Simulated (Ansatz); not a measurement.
**TaN: what symmetry allows forces and stress to be**

```xyz
2
Lattice="2.9428 0.0000 0.0000 -1.4714 2.5485 0.0000 0.0000 0.0000 2.8444" Properties=species:S:1:pos:R:3 pbc="T T T"
Ta    0.0000    1.6990    1.5702
N     0.0000    0.0000   -0.1480
```

Computed with DFT PBE, scalar-relativistic, plane waves, PAW (Ansatz 0.2.0).

Cutoff 420 eV; k points 18×18×14 on the computed 2-atom cell (Γ-centred); Gaussian smearing, width 0.10 eV; no spin polarisation.

This distorted cell has space group P3m1, with 6 operations.

Problem. Without a calculation: in which directions can each atom feel a force?

Solution. A force must be left unchanged by every operation that keeps its atom in place, so it lies in the space that those operations leave fixed. Atoms that the group maps onto each other feel forces of one size.
```csv
atom,site symmetry,operations at the site,equivalent to atom,allowed force (Cartesian)
Ta1,3m.,6,1,"along (0.00, 0.00, 1.00)"
N2,3m.,6,2,"along (0.00, 0.00, 1.00)"
```

That leaves 2 independent force components of 6, tied by 1 condition that the forces sum to zero, so 1 remains. A relaxation in this cell that keeps the symmetry moves the atoms in these directions alone.

Problem. And the stress tensor?

Solution. It must be invariant under the point group, which leaves 2 independent components: yz, xz, xy vanish; xx = yy.

Problem. Do the computed values obey this?

Solution. Yes. Forces (eV/Å):
```
Ta1  0.000  0.000 -5.028
N2   0.000  0.000  5.028
```

Stress (GPa, compression positive, xx yy zz yz xz xy): 24.80 24.80 33.29 0.00 0.00 0.00. The program imposes the same operations on density, forces and stress, so this confirms the analysis and is no independent test of the calculation.

Spin–orbit coupling is left out, which can shift energies with elements as heavy as these.

This form isn't the usual stable structure of the compound.